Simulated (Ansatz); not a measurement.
Crystal: Se.

```
Se
1.0
     4.36620    0.00000    0.00000
    -2.18310    3.78124    0.00000
     0.00000    0.00000    4.95360
Se
3
Direct
  0.77460 0.77460 0.00000
  0.00000 0.22540 0.66667
  0.22540 0.00000 0.33333
```

| Item | Value |
| --- | --- |
| Program | Ansatz 0.2.0 |
| Task | relaxation of cell and atoms |
| Functional | PBE |
| Dispersion | D4 |
| Potentials or basis | Ansatz PAW |
| Cutoff | 420 eV (not typed: the program's choice for these potentials) |
| k mesh | 7 × 7 × 6 |
| Occupations | fermi-dirac, width 0.05 eV |
| Spin | no spin polarisation |

At the start: volume 27.26 Å³/atom.

Where does the relaxation end?

It ends after 6 steps and the volume is 24.40 Å³/atom (-10.5 %); space group P3_121 (No. 152, to 0.05 Å).

Step by step:
```csv
step,energy change (eV),largest force (eV/Å),volume (Å³)
1,0.0000,0.4191,81.78
2,-0.0513,0.1864,76.48
3,-0.0792,0.0162,73.56
4,-0.0801,0.0059,72.85
5,-0.0802,0.0010,73.19
6,-0.0797,0.0009,73.19
```

Final structure:
```
Se
1.0
     4.05734    0.00000    0.00000
    -2.02867    3.51376    0.00000
     0.00000    0.00000    5.13353
Se
3
Cartesian
  1.5258 2.6427 0.0000
  -0.5029 0.8710 3.4224
  1.0058 0.0000 1.7112
```

Caveat: the plane-wave basis is chosen anew once the cell has moved, so the energies of steps on either side of that aren't comparable; the volume moved by -11 % from the deposited cell, more than functionals usually miss.
